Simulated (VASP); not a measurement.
The system is CdSe.

```
CELL_PARAMETERS angstrom
0.00000 3.04621 3.04621
3.04621 0.00000 3.04621
3.04621 3.04621 0.00000
ATOMIC_POSITIONS crystal
Cd 0.00000 0.00000 0.00000
Se 0.75000 0.75000 0.75000
```

Measurements of this composition are mostly on another form, of space group No. 186.

Base run:

- Program: VASP 6.6.1
- Functional: r2SCAN
- Potentials or basis: VASP PAW PBE potentials, release 64 (Cd, Se)
- Cutoff: 520 eV
- k mesh: 8 × 8 × 8
- Occupations: gaussian, width 0.03 eV
- Spin: no spin polarisation

Its results: band gap on the k mesh 1.08 eV, direct.

**Question.** The run is repeated on the same cell with these changes: functional from r2SCAN to TB-mBJ. What comes out?

**Answer.** Band gap on the k mesh 1.94 eV, direct.
